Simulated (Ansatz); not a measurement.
Runs of Ansatz 0.2.0 on MgS. Symmetry: F-43m, No. 216, cubic system. The conventional cell has a = 5.666 Å, b = 5.666 Å, c = 5.666 Å, α = 90.00°, β = 90.00°, γ = 90.00°. S (site symmetry -43m) has 4 Mg at 2.45 Å as nearest neighbours. Around Mg (site symmetry -43m) lie 4 S at 2.45 Å. The cell comes from a database or a generator and needn't be the stable form of this composition.

```tsv
task	level	potentials or basis	spin	cell	k mesh	cutoff (eV)	smearing	driver	eos	points for each segment of the path	level	run kind	mesh quality	gap on the mesh (eV)	pressure (GPa)	moment (μB)	V0 of scaled cells (Å³/atom)	B0 (GPa)
equation of state	r2SCAN	Ansatz PAW	off	as given	8 × 8 × 8	500	fermi-dirac 0.05 eV	-	-	-	-	-	not flagged	-	-	-	22.69	60
density of states	r2SCAN+rVV10	Ansatz PAW	off	as given	8 × 8 × 8	500	gaussian 0.1 eV	-	-	-	-	-	not flagged	4.06	-0.6	-	-	-
electron localisation function	LDA+D4	JTH PAW LDA	non-collinear, ferromagnetic start	as given	8 × 8 × 8	870	cold 0.05 eV	-	-	-	-	-	not flagged	3.17	-3.9	0.00	-	-
equation of state	HSE03	Ansatz PAW	off	as given	5 × 5 × 5	420	fixed	calculator	murnaghan	-	-	-	coarse	-	-	-	(a)	59
relaxation of cell and atoms	PBE0	Ansatz PAW	off	relaxed	4 × 4 × 4	420	fermi-dirac 0.05 eV	-	-	-	-	-	coarse	5.22	-	-	-	-
electron localisation function	LDA+D4	JTH PAW	non-collinear, ferromagnetic start	as given	8 × 8 × 8	900	cold 0.05 eV	-	-	-	-	-	not flagged	(b)	-4.0	0.00	-	-
equation of state	PBE0	Ansatz PAW	off	as given	4 × 4 × 4	420	fermi-dirac 0.05 eV	-	-	-	-	-	coarse	-	-	-	22.71	60
band structure	LDA	Ansatz PAW	off	as given	8 × 8 × 8	420	fermi-dirac 0.05 eV	-	-	14	-	-	not flagged	3.17	-2.2	-	-	-
band structure	PBE0	Ansatz PAW	off	as given	6 × 6 × 6	420	fixed	-	-	-	pbe0	scf	not flagged	5.20	-	-	-	-
band structure	HSE06	Ansatz PAW	off	as given	6 × 6 × 6	420	fixed	-	-	-	hse06	scf	not flagged	4.52	-	-	-	-
equation of state	HSE03	Ansatz PAW	off	as given	4 × 4 × 4	420	methfessel-paxton 0.15 eV	calculator	birch	-	-	-	coarse	-	-	-	22.77	59
band structure	r2SCAN	Ansatz PAW	off	as given	8 × 8 × 8	500	fermi-dirac 0.05 eV	-	-	14	-	-	not flagged	(c)	-0.1	-	-	-
```

Question: Fill in the values left out.

Answer: (a) 22.74; (b) 3.16; (c) 4.13.

Caveats: some runs use coarse meshes; the PAW data sets come from PBE, with cores solved anew for the run's functional, which leaves a small shift of forces and pressure (some runs); the density of states is complete only up to the lowest level of the last band computed (some runs); the plane-wave basis is chosen anew once the cell has moved, so the energies of steps on either side of that aren't comparable (some runs).

A k mesh can miss the band edges.

Not every run made on this cell is shown here.
